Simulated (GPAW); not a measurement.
Consider As on a P site in P.

```xyz
16
Lattice="-1.6582 5.2420 -4.3793 1.6582 -5.2420 -4.3793 -4.9746 -5.2420 0.0000" Properties=species:S:1:pos:R:3 pbc="T T T"
As   -3.3170   -4.0583   -6.8635
P    -3.3163   -4.1704   -2.5304
P    -1.6684    1.0716   -6.9338
P    -1.6488    1.0651   -2.5515
P    -3.3102   -1.0645   -4.7291
P    -1.6482   -6.3389   -4.7085
P    -1.6651    4.1752   -4.7292
P    -0.0083   -1.0971   -4.7048
P    -3.3163   -6.3593   -6.1866
P    -3.3174   -6.3138   -1.8365
P    -1.6473   -1.0812   -6.2218
P    -1.6666   -1.0902   -1.8459
P    -4.9623   -4.1856   -4.0244
P    -3.3778   -9.3926   -4.0891
P    -3.2550    1.0908   -4.0877
P    -1.6717   -4.1872   -4.0262
```

Absorber: atom 1, with 2 P at 2.35 Å and 1 P at 2.40 Å (distorted pyramidal; the defect atom itself). Method: GPAW, PBE, excited-electron core hole (neutral cell), 16-atom cell with 7.0 Å between holes, 2×2×2 k points, dipole transitions, Gaussian full width 2.14 eV up to 4 eV, rising linearly to 3.5 eV at 25 eV.

Q: Predict the near-edge structure at the As K edge.

Main maxima up to 22 eV above the zero (height): 1.6 eV (2.26), 13.6 eV (0.93) and 19.4 eV (0.91). A K edge sees empty p states on the absorber. 

The As K spectrum (energy from the bottom of the conduction band, which holds the excited electron; intensity scaled to a mean of 1 over the first 20 eV):

```tsv
E (eV)	isotropic	ε ∥ x	ε ∥ y	ε ∥ z
-2.00	0.03	0.04	0.03	0.02
-1.25	0.19	0.23	0.18	0.15
-0.50	0.68	0.80	0.64	0.60
0.25	1.47	1.67	1.35	1.39
1.00	2.12	2.34	1.88	2.13
1.75	2.23	2.48	1.89	2.34
2.50	1.89	2.07	1.58	2.01
3.25	1.38	1.38	1.28	1.47
4.00	1.02	0.92	1.07	1.08
4.75	0.87	0.83	0.88	0.90
5.50	0.78	0.81	0.75	0.78
6.25	0.75	0.75	0.76	0.72
7.00	0.75	0.74	0.75	0.76
7.75	0.72	0.71	0.67	0.77
8.50	0.66	0.65	0.63	0.70
9.25	0.63	0.60	0.65	0.63
10.00	0.65	0.62	0.72	0.61
10.75	0.72	0.69	0.82	0.64
11.50	0.80	0.80	0.91	0.70
12.25	0.87	0.89	0.95	0.77
13.00	0.92	0.94	0.95	0.85
13.75	0.93	0.97	0.91	0.92
14.50	0.91	0.95	0.82	0.96
15.25	0.86	0.87	0.74	0.97
16.00	0.82	0.78	0.72	0.96
16.75	0.81	0.76	0.75	0.91
17.50	0.83	0.83	0.82	0.85
18.25	0.87	0.92	0.89	0.81
19.00	0.90	0.96	0.92	0.82
19.75	0.90	0.95	0.91	0.85
20.50	0.88	0.90	0.87	0.86
21.25	0.84	0.85	0.83	0.84
22.00	0.80	0.80	0.81	0.78
22.75	0.75	0.76	0.79	0.70
```

The script folds with a Gaussian, whereas the core hole's own line is a Lorentzian, so the onset is too steep and the first peak too high. In so small a cell the defects form an ordered array, and no site is far from one. The mesh is coarse (0.50 Å⁻¹ between points), so small maxima may be mesh ripples.

[Banner, clock and machine lines of the logs are left out without a mark of their own.]

[Logs are printed without paths, hosts, clocks, repeated set-up lines and the standing remarks that a program may print on its own settings, such as how far it seeks lower states.]

[Hosts, paths, dates, database ids (printed as entryN), source tags and the programs' standing remarks are cut or masked in the printed files.]

[Lists of maxima count a maximum above −3 eV only where it reaches 4 % of the highest in the window and stands out from its surroundings by 2 % of it (1.5 % where it reaches 55 %); shoulders and weaker maxima are passed over, and of the rest the first, up to two pre-edge ones and the few strongest are named.]
